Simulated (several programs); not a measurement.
**What each method gives for BN (R3m)**

BN (R3m) from a database of computed structures, relaxed with r2SCAN+rVV10 in Ansatz, was computed with several methods. The symmetry is R3m (No. 160, trigonal); conventional cell a = 2.500 Å, c = 9.760 Å, 8.81 Å³ an atom. B has 3 N at 1.44 Å; N has 3 B at 1.44 Å. Calculated for a static, non-magnetic cell.

```yaml
crystal:
  lattice:
    - [2.48825, 0.00278, -0.24449]
    - [-1.23448, 2.16042, 0.24453]
    - [-0.92498, -0.90878, 3.31341]
  atoms:
    - { symbol: B, position: [0.99103, 0.99142, 0.99384] }
    - { symbol: N, position: [0.65712, 0.32446, 0.99297] }
```

Gaps and times are for a single point on this cell; volume and bulk modulus come from each method's own relaxation or energy curve at fixed shape, which is too stiff where a cell has free coordinates or axes. Times are rough, from shared hosts (Arm Neoverse N1; Arm Neoverse V2; Intel Xeon Platinum 8259CL CPU @ 2.50GHz), and each method has its own mesh and cell size. A double dagger marks a value from a curve with shape and coordinates held. Gaps from k meshes are read at a limited set of points (mesh, symmetry points, PBE's band edges), so each method's own least gap may be somewhat smaller. Force fields have no electrons; where one was fitted to this phase, its volume and modulus reflect the fit. Minimal bases can be far off for gaps. Times of the plane-wave ladder aren't listed, since it ran on unlike processors and cards. Curves at held shape can't give the bulk modulus of a layered or molecular crystal, so none is listed. GLLB-SC's gap includes the derivative discontinuity. G0W0 is at finite bands, cutoff and mesh. d marks a direct gap, i an indirect one (no mark: not told apart), a dash a value that wasn't computed or didn't pass its checks.

| method | kind | gap (eV) | own volume (Å³/atom) | bulk modulus (GPa) | atoms computed | processor time |
| --- | --- | --- | --- | --- | --- | --- |
| PBE-D3(BJ) | semilocal | – | 8.95 | – | 2 | – |
| r2SCAN+rVV10 | semilocal | – | 8.81 | – | 2 | – |
| PBE-D4 | semilocal | – | 8.88 | – | 2 | – |
| BN.extep (LAMMPS) | force field | – | 8.83 | – | 2 | 0.15 s |
| BNC.tersoff (LAMMPS) | force field | – | 8.79 | – | 2 | 0.16 s |
| non-self-consistent DFTB (CP2K) | tight binding | 3.96 d | 8.16 | – | 2 | 1.9 s |
| light PBE (260 eV and a coarse mesh) | light plane-wave | 4.09 i | – | – | 2 | 2.1 s |
| PBE | semilocal | 4.13 i | – | – | 2 | – |
| PBE/SZV (CP2K) | small basis | 4.58 i | 9.50‡ | – | 2 | 22 s |
| GLLB-SC (GPAW) | model potential | 6.83 | – | – | 2 | 26 s |
| LDA | semilocal | 3.95 i | – | – | 2 | – |
| r2SCAN | semilocal | 4.64 i | – | – | 2 | – |
| PBE/single zeta (GPAW) | small basis | 4.34 i | – | – | 2 | 46 s |
| PBE/DZVP (CP2K) | small basis | 4.18 i | 9.01‡ | – | 2 | 47 s |
| G0W0@LDA (140 eV screening cutoff) | many-body | 5.58 | – | – | 2 | – |
| G0W0@PBE (140 eV screening cutoff) | many-body | 5.63 | – | – | 2 | – |
| G0W0@HSE06 (140 eV screening cutoff) | many-body | 6.23 | – | – | 2 | – |
| PBE0 | hybrid | 6.13 i | – | – | 2 | – |
| DDH-PBE0 | hybrid | 6.07 i | – | – | 2 | – |
| Hartree-Fock | exact exchange | 12.83 i | – | – | 2 | – |
| HSE06 | hybrid | 5.40 i | – | – | 2 | – |
| r2SCAN0 | hybrid | 6.47 i | – | – | 2 | – |
| G0W0@r2SCAN (210 eV screening cutoff) | many-body | 5.98 | – | – | 2 | – |

Against HSE06 (5.40 eV) and with closed or daggered gaps left aside, the nearest gap at the points sampled is that of G0W0@LDA (140 eV screening cutoff) (+0.18 eV) and the farthest that of Hartree-Fock (+7.43 eV). HSE06 is only a yardstick of convenience: for gaps this wide it usually falls short of measured ones, so a larger value can be the better one.
